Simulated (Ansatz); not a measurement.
# How much does Zn in Cu(111), 2x2 scatter?

Aim: the resistance that Zn in Cu(111), 2x2 adds to the host.

Program: Ansatz 0.2.0. Level of theory: Ansatz plane-wave DFT, PBE, PAW files; ballistic transport by layer matching (Landauer), zero bias; PAW set soft_1. Results are calculated unless marked as measured.

The cell holds 44 atoms: 43 Cu and 1 Zn. Cell: a = 5.112 Å, b = 5.112 Å, c = 23.005 Å, α = 86.8°, β = 93.2°, γ = 120.0°. It derives from Cu. Regions: lead, 24 atoms (24 Cu); scattering region, 20 atoms (19 Cu and 1 Zn). The structure is stacked along c, and the current runs across the ab planes.

| Quantity | Value |
| --- | --- |
| share of channels that pass, rigid | 0.973 |
| area resistance, rigid | 0.0261 fΩ m² |
| resistivity per at.% from the area resistance, times 3/4, rigid | 0.376 µΩ cm |

In words: The plane of defects adds 0.026 fΩ m². Scaled to one atomic per cent that is 0.50 µΩ cm as it stands and 0.38 with the factor 3/4 for isotropic scattering on a spherical Fermi surface. These are rough estimates of the dilute value, not bounds. One Zn in each 2x2 cell reflects 2.7 % of the lead's channels. The defects form a dense periodic sheet that scatters coherently, unlike a dilute random alloy. T and N are means over the solved energies nearest the Fermi level.

What was the input of the first run?

One input that does so (others would too):

File input.yaml:

```yaml
crystal:
  lattice:
    - [5.1123254594, 0.0, 0.0]
    - [-2.5561627297, 4.4274037203, 0.0]
    - [-1.2780813649, 0.73790062, 22.9580794202]
  atoms:
    - { symbol: Cu, position: [0.0075757576, 0.9924242424, 0.0454545455] }
    - { symbol: Cu, position: [0.0075757576, 0.4924242424, 0.0454545455] }
    - { symbol: Cu, position: [0.5075757576, 0.9924242424, 0.0454545455] }
    - { symbol: Cu, position: [0.5075757576, 0.4924242424, 0.0454545455] }
    - { symbol: Cu, position: [0.1893939394, 0.3106060606, 0.1363636364] }
    - { symbol: Cu, position: [0.1893939394, 0.8106060606, 0.1363636364] }
    - { symbol: Cu, position: [0.6893939394, 0.3106060606, 0.1363636364] }
    - { symbol: Cu, position: [0.6893939394, 0.8106060606, 0.1363636364] }
    - { symbol: Cu, position: [0.3712121212, 0.1287878788, 0.2272727273] }
    - { symbol: Cu, position: [0.3712121212, 0.6287878788, 0.2272727273] }
    - { symbol: Cu, position: [0.8712121212, 0.1287878788, 0.2272727273] }
    - { symbol: Cu, position: [0.8712121212, 0.6287878788, 0.2272727273] }
    - { symbol: Cu, position: [0.053030303, 0.946969697, 0.3181818182] }
    - { symbol: Cu, position: [0.053030303, 0.446969697, 0.3181818182] }
    - { symbol: Cu, position: [0.553030303, 0.946969697, 0.3181818182] }
    - { symbol: Cu, position: [0.553030303, 0.446969697, 0.3181818182] }
    - { symbol: Cu, position: [0.2348484848, 0.2651515152, 0.4090909091] }
    - { symbol: Cu, position: [0.2348484848, 0.7651515152, 0.4090909091] }
    - { symbol: Cu, position: [0.7348484848, 0.2651515152, 0.4090909091] }
    - { symbol: Cu, position: [0.7348484848, 0.7651515152, 0.4090909091] }
    - { symbol: Zn, position: [0.4166666667, 0.0833333333, 0.5] }
    - { symbol: Cu, position: [0.4166666667, 0.5833333333, 0.5] }
    - { symbol: Cu, position: [0.9166666667, 0.0833333333, 0.5] }
    - { symbol: Cu, position: [0.9166666667, 0.5833333333, 0.5] }
    - { symbol: Cu, position: [0.0984848485, 0.9015151515, 0.5909090909] }
    - { symbol: Cu, position: [0.0984848485, 0.4015151515, 0.5909090909] }
    - { symbol: Cu, position: [0.5984848485, 0.9015151515, 0.5909090909] }
    - { symbol: Cu, position: [0.5984848485, 0.4015151515, 0.5909090909] }
    - { symbol: Cu, position: [0.2803030303, 0.2196969697, 0.6818181818] }
    - { symbol: Cu, position: [0.2803030303, 0.7196969697, 0.6818181818] }
    - { symbol: Cu, position: [0.7803030303, 0.2196969697, 0.6818181818] }
    - { symbol: Cu, position: [0.7803030303, 0.7196969697, 0.6818181818] }
    - { symbol: Cu, position: [0.4621212121, 0.0378787879, 0.7727272727] }
    - { symbol: Cu, position: [0.4621212121, 0.5378787879, 0.7727272727] }
    - { symbol: Cu, position: [0.9621212121, 0.0378787879, 0.7727272727] }
    - { symbol: Cu, position: [0.9621212121, 0.5378787879, 0.7727272727] }
    - { symbol: Cu, position: [0.1439393939, 0.8560606061, 0.8636363636] }
    - { symbol: Cu, position: [0.1439393939, 0.3560606061, 0.8636363636] }
    - { symbol: Cu, position: [0.6439393939, 0.8560606061, 0.8636363636] }
    - { symbol: Cu, position: [0.6439393939, 0.3560606061, 0.8636363636] }
    - { symbol: Cu, position: [0.3257575758, 0.1742424242, 0.9545454545] }
    - { symbol: Cu, position: [0.3257575758, 0.6742424242, 0.9545454545] }
    - { symbol: Cu, position: [0.8257575758, 0.1742424242, 0.9545454545] }
    - { symbol: Cu, position: [0.8257575758, 0.6742424242, 0.9545454545] }
kpoints:
  mp_grid: { grid: [5, 5, 1] }
hamiltonian:
  xc: pbe
  pseudopotentials: { kind: paw, azcp: { folder: soft_1 } }
scf:
  occupations: { method: fermi_dirac, width: 0.1 }
output:
  transmission: { leads: [[0, 4]], kmesh: [12, 12], e_range: [-0.1, 0.1], de: 0.05 }
  write_potential: true
  write_density: true
  volumetric_format: npy
  elf: true
```

Command:

```console
$ ansatz run input.yaml --threads 4 --pin off --max-ram 15360MiB --backend cpu --events-out ev --progress --plain --runs-dir out
```

[Logs are printed without paths, hosts, clocks, repeated set-up lines and the standing remarks that a program may print on its own settings, such as how far it seeks lower states.]

[Hosts, paths, dates, database ids (printed as entryN), source tags and the programs' standing remarks are cut or masked in the printed files.]
